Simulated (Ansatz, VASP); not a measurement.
**Si in VASP and in Ansatz**

```
Si
1.0
     0.00000    2.70098    2.70098
     2.70098    0.00000    2.70098
     2.70098    2.70098    0.00000
Si
2
Direct
  0.75000 0.75000 0.75000
  0.50000 0.50000 0.50000
```

Alike in both runs: functional LDA; k mesh 12 × 12 × 12; no spin polarisation.

Ansatz relaxed the structure, and its values are those at the end. VASP's run is a single point on that final structure, the one shown.

```csv
,VASP,Ansatz
version,VASP 6.6.1,Ansatz 0.2.0
potentials or method,"VASP PAW LDA potentials, release 64 (Si)","scalar-relativistic, plane waves, PAW"
plane-wave cutoff (eV),520,420
occupations,"gaussian, width 0.01 eV",fixed
valence electrons in the cell,8,8
```

|  | VASP | Ansatz | Ansatz less VASP |
| --- | --- | --- | --- |
| gap on the k mesh at the Fermi level (eV) | 0.44 | 0.44 | +0.002 |
| least direct gap on the mesh (eV) | 2.53 | 2.53 | +0.002 |
| pressure (GPa) | 0.0 | 0.0 | -0.04 |
